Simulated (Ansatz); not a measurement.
## A family in space group P6_3/mmc

Level of theory: DFT, PBE, all-electron LAPW, scalar-relativistic (Ansatz 0.2.0).

All cells have space group P6_3/mmc and are held fixed (conventional cell and sites). Prototypes and MP cells are computed structures that needn't be known or stable phases of these compounds. Gaps are the smallest over the k mesh and a high-symmetry path; Bader charges come from PAW runs of the same cells. Open d or f shells run without spin or U come out metallic where the real compound may not be. Semilocal functionals give too small gaps and can close them; gaps under 0.4 eV may also close off the mesh.

Spin–orbit coupling is left out, though it moves levels of the heavy atoms by tenths of an eV or more.

Ru: a = 2.71 Å, b = 2.71 Å, c = 4.28 Å, α = 90.00°, β = 90.00°, γ = 120.00°; Ru 2c (0.333 0.667 0.250); 14×14×8 mesh, smearing 0.03 eV, COD 9017842, reported
Ca: a = 3.98 Å, b = 3.98 Å, c = 6.52 Å, α = 90.00°, β = 90.00°, γ = 120.00°; Ca 2c (0.333 0.667 0.250); 11×11×6 mesh, smearing 0.08 eV, COD 9008489, measured, may be off
Zr: a = 3.24 Å, b = 3.24 Å, c = 5.17 Å, α = 90.00°, β = 90.00°, γ = 120.00°; Zr 2c (0.333 0.667 0.250); 12×12×7 mesh, smearing 0.05 eV, MP-relaxed cell mp-131
Hf: a = 3.20 Å, b = 3.20 Å, c = 5.06 Å, α = 90.00°, β = 90.00°, γ = 120.00°; Hf 2c (0.333 0.667 0.250); 13×13×7 mesh, smearing 0.05 eV, COD 9008501, reported
P: a = 2.71 Å, b = 2.71 Å, c = 4.59 Å, α = 90.00°, β = 90.00°, γ = 120.00°; P 2c (0.333 0.667 0.250); 15×15×8 mesh, smearing 0.05 eV, hcp type, relaxed by us
Pb: a = 3.48 Å, b = 3.48 Å, c = 5.59 Å, α = 90.00°, β = 90.00°, γ = 120.00°; Pb 2c (0.333 0.667 0.250); 12×12×7 mesh, smearing 0.05 eV, COD 1537623, reported

| compound | P (GPa) | gap (eV) |
| --- | --- | --- |
| Ca | -0.8 | none |
| Zr | -0.4 | none |
| Hf | 0.8 | none |
| P | 0.0 | none |
| Pb | 4.0 | none |

Q: Predict the row of Ru (no spin polarisation).

A: P (GPa): 4.5, gap (eV): none.
